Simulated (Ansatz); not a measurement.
# MoP: pressure and energy less free atoms against volume scale

Periodic Kohn-Sham DFT of a crystal at fixed atoms, scaled to volume_scale times the given cell; pressure positive in compression, energy less spherical unpolarised free atoms, largest_vzz the field gradient of largest size among the nuclei. The results are calculated, by Ansatz 0.2.0.

The cell before it is scaled or strained (space group P-6m2, No. 187):
```
MoP
1.0
      3.2230     0.0000     0.0000
     -1.6115     2.7912     0.0000
      0.0000     0.0000     3.1910
Mo P
1 1
Direct
  0.00000 0.00000 0.00000
  0.33333 0.66667 0.50000
```

Settings of every row: method all-electron LAPW; functional PBE; relativity scalar; k mesh 15x15x13; filling fermi-dirac; smearing width 0.08 eV; basis error target 0.25 meV/atom; nucleus gaussian.

Atom start moment: 0 on all atoms.

| row | volume scale | V (Å³/atom) | pressure (GPa) | energy less free atoms (eV/atom) |
| --- | --- | --- | --- | --- |
| 1 | 0.96 | 13.779 | 13.258 | -8.7945 |
| 2 | 0.98 | 14.066 | ? | ? |
| 3 | 1 | 14.353 | 2.771 | -8.8225 |
| 4 | 1.02 | 14.64 | -1.686 | -8.8234 |
| 5 | 1.04 | 14.927 | -5.687 | -8.8168 |

Question: what pressure and energy less free atoms should row 2 give?

Worked fit of pressure. Take u = (V_r/V)^(2/3) − 1 with V_r = 14.497 Å³ an atom, which is twice the finite (Eulerian) strain; such expansions in the strain, on which the Birch-Murnaghan equation of state is built, carry the rest volume and the bulk modulus. The shown rows have u = 0.03444, 0.00668, -0.00652, -0.0193. Least squares give pressure = 0.4729 + 337.827 × u + 969.6 × u² GPa; a straight line predicts inner rows, each left out in turn, worse (root mean square 0.43 against 0.0051 GPa). The rows lie off it by 0.000, -0.002, 0.003, -0.001. The pressure vanishes at u = -0.0014, or V = 14.53 Å³ an atom, and there the bulk modulus at fixed shape and fractions is B = −V dP/dV = (2/3)(1 + u) dP/du = 223 GPa. Letting shape and atoms relax would as a rule lower it, by much in layered, chain or molecular crystals. The withheld row has u = 0.02032, so the fit gives 0.4729 + 337.827 × (0.02032) + 969.6 × (0.02032)² = 7.738 GPa.

The calculation gave 7.734 GPa. The fit lies 0.004 GPa (0.021 % of the column's range) above it; its largest miss of a shown row is 0.003 GPa.

Worked fit of energy less free atoms. Take u = (V_r/V)^(2/3) − 1 with V_r = 14.497 Å³ an atom, which is twice the finite (Eulerian) strain; such expansions in the strain, on which the Birch-Murnaghan equation of state is built, carry the rest volume and the bulk modulus. The shown rows have u = 0.03444, 0.00668, -0.00652, -0.0193. Least squares give energy less free atoms = −8.82395 + 0.0691 × u + 22.824 × u² eV/atom; a straight line predicts inner rows, each left out in turn, worse (root mean square 0.01 against 7.1e-05 eV/atom). All shown rows lie on it to the printed digit. Its lowest point lies at u = -0.0015, or V = 14.53 Å³ an atom, and the curvature there gives the bulk modulus at fixed shape and fractions, B = (4/9)(1 + u)² E″(u)/V = 223 GPa. Letting shape and atoms relax would as a rule lower it, by much in layered, chain or molecular crystals. The withheld row has u = 0.02032, so the fit gives −8.82395 + 0.0691 × (0.02032) + 22.824 × (0.02032)² = -8.8131 eV/atom.

The calculation gave -8.8132 eV/atom. The fit lies 0.0001 eV/atom (0.35 % of the column's range) above it, one unit of the last digit.
